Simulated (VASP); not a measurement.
Input of a VASP 6.6.1 run:

POSCAR

```
TiO2
1.0
    4.5998373239      0.0000000000      0.0000000000
    0.0000000000      4.5998373239      0.0000000000
    0.0000000000      0.0000000000      2.9592135600
Ti O
2 4
Direct
    0.0000000000      0.0000000000      0.5000000000
    0.5000000000      0.5000000000      0.0000000000
    0.3043213200      0.3043213200      0.5000000000
    0.1956786800      0.8043213200      0.0000000000
    0.8043213200      0.1956786800      0.0000000000
    0.6956786800      0.6956786800      0.5000000000
```

INCAR.step1

```
ALGO = Normal ; EDIFF = 1E-5
ENCUT = 520 ; GGA = PE
ISIF = 2 ; ISMEAR = 0
KPAR = 4 ; LASPH = T
LCHARG = F ; LMAXMIX = 4
LREAL = F ; LWAVE = T
NELM = 100 ; PREC = Accurate
SIGMA = 0.02
```

File INCAR.step2:

```
ALGO = Normal ; EDIFF = 1E-6
ENCUT = 520 ; GGA = PE
HFSCREEN = 0.3 ; ISIF = 2
ISMEAR = 0 ; ISTART = 1
KPAR = 4 ; LASPH = T
LCHARG = F ; LHFCALC = T
LMAXMIX = 4 ; LREAL = F
LWAVE = F ; NELM = 100
PREC = Accurate ; PRECFOCK = Fast
SIGMA = 0.02
```

Contents of KPOINTS:

```
k-points
0
Gamma
  4 4 6
```

Contents of KPOINTS_OPT:

```
path GXMGZRAZ,XR,MA
8
line-mode
reciprocal
 0.0000000000  0.0000000000  0.0000000000  G
 0.0000000000  0.5000000000  0.0000000000  X

 0.0000000000  0.5000000000  0.0000000000  X
 0.5000000000  0.5000000000  0.0000000000  M

 0.5000000000  0.5000000000  0.0000000000  M
 0.0000000000  0.0000000000  0.0000000000  G

 0.0000000000  0.0000000000  0.0000000000  G
 0.0000000000  0.0000000000  0.5000000000  Z

 0.0000000000  0.0000000000  0.5000000000  Z
 0.0000000000  0.5000000000  0.5000000000  R

 0.0000000000  0.5000000000  0.5000000000  R
 0.5000000000  0.5000000000  0.5000000000  A

 0.5000000000  0.5000000000  0.5000000000  A
 0.0000000000  0.0000000000  0.5000000000  Z

 0.0000000000  0.5000000000  0.0000000000  X
 0.0000000000  0.5000000000  0.5000000000  R

 0.5000000000  0.5000000000  0.0000000000  M
 0.5000000000  0.5000000000  0.5000000000  A
```

Potentials or basis: VASP PAW PBE potentials, release 64 (Ti_sv, O).

Launch:

```console
$ cat potpaw_PBE.64/Ti_sv/POTCAR potpaw_PBE.64/O/POTCAR > POTCAR
$ cp INCAR.step1 INCAR
$ mpirun -np 4 vasp_std > vasp.out
$ cp INCAR.step2 INCAR
$ mpirun -np 4 vasp_std > vasp.out
```

Question: Estimate the band gap on the k mesh.

Answer: 3.07 eV, direct.

Question: Predict the pressure.

Answer: -2.8 GPa.

Question: Estimate the largest force.

Answer: 0.161 eV/Å.

Question: What does it give for the band gap along the path?

Answer: 3.07 eV, direct.

Stress tensor (GPa, compression positive):
```
-2.55  0.00  0.00
 0.00 -2.55  0.00
 0.00  0.00 -3.34
```

Caveat: the PAW data sets were made with another functional, which shifts forces and pressure a little.

**The experiment to reproduce.**

From “Shallow Valence Band of Rutile GeO2 and P-type Doping”, 2020, arxiv:2011.08928, for a bulk crystal of TiO2 at 1.6 K: band gap 3.03 eV (direct).

Measured gap of TiO2: 3.03 eV (direct; 1.6 K; quoted in “Shallow Valence Band of Rutile GeO2 and P-type Doping”, 2020, arxiv:2011.08928). This calculation gives 3.07 eV (+0.04 eV). 2 values of this kind are on record in papers (3.03 to 3.05 eV); this one was drawn at random among those near their median. The value is that of HSE03, without temperature or zero-point motion. The cell is a database's relaxed one, not the measured one, which moves gaps too.
